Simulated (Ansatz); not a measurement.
# CO2 and the effect of the dispersion correction

The cell as given:

```xyz
6
Lattice="-1.9747 1.9747 3.0141 1.9747 -1.9747 3.0141 1.9747 1.9747 -3.0141" Properties=species:S:1:pos:R:3 pbc="T T T"
O     1.3223    0.9874    3.7676
O     0.6525    0.9874    0.7535
O     2.9621    0.6525   -0.7535
O    -0.9874    1.3223    2.2605
C     0.0000    0.0000    0.0000
C     0.0000    1.9747    1.5070
```

The cell comes from a database or a generator and needn't be the stable form of this composition.

Kept alike: task relaxation of cell and atoms; functional PBEsol; k mesh 9 × 9 × 9; occupations fermi-dirac, width 0.05 eV; no spin polarisation. Program: Ansatz, Ansatz PAW, cutoff 420 eV. The mesh is that of the run's cell of 6 atoms. No spin-orbit coupling.

| dispersion correction | volume (Å³/atom) |
| --- | --- |
| D3(BJ) | 7.518 |
| D3(BJ)-ATM | 7.533 |
| D4 | 7.525 |
| none | 7.595 |

The relaxations keep at least the cell's symmetry (I-42d). Relaxations stop with a little pressure left, so the last digits of a volume or edge aren't settled. Ansatz's relaxations hold a Pulay term in the stress (up to 1.3 GPa here). All rows use potentials made for PBE.

Q: What does the dispersion correction change here?

A: The volume runs from 7.518 (D3(BJ)) to 7.595 Å³/atom (none). Against no correction: D3(BJ) -1.0 %; D3(BJ)-ATM -0.8 %; D4 -0.9 %. Dispersion terms mostly attract and so lower the volume; the schemes' coefficients and damping set how far.
